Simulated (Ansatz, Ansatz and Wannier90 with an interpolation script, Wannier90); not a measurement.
Rows from a G0W0 calculation on AlAs (F-43m) (Ansatz 0.2.0; G0W0 on LDA, plane waves, PAW; 8×8×8 mesh, 208 empty bands, screening to 160 eV), in eV. Spin-orbit coupling is left out.

| row | k | band | start | Σx | Σc at the solution | Vxc |
| --- | --- | --- | --- | --- | --- | --- |
| A | Γ | c1 | 7.970 | -9.808 | -3.874 | -14.264 |
| B | (0.000, -0.500, -0.500) | c2 | 8.332 | -6.586 | -3.755 | -10.639 |
| C | (0.000, -0.500, -0.500) | c1 | 7.472 | -5.565 | -3.661 | -9.440 |
| D | (0.000, -0.500, -0.500) | v1 | 3.955 | -15.334 | 1.844 | -12.897 |
| E | Γ | c2 | 10.388 | -6.713 | -4.415 | -11.495 |
| F | Γ | v1 | 6.121 | -15.715 | 0.954 | -14.250 |

Question: Work out each quasiparticle level and how far it moved.

The quasiparticle equation reads E = start + Σx + Σc(E) − Vxc.

| row | E (eV) | shift (eV) |
| --- | --- | --- |
| A | 8.551 | +0.581 |
| B | 8.630 | +0.298 |
| C | 7.685 | +0.213 |
| D | 3.362 | −0.593 |
| E | 10.754 | +0.366 |
| F | 5.610 | −0.511 |

Limits: not at the basis limit; no spin-orbit coupling.

[Runs of the session that timed out or met a known fault of the program may be left out.]

[Hosts, paths, dates, database ids (printed as entryN), source tags and the programs' standing remarks are cut or masked in the printed files.]
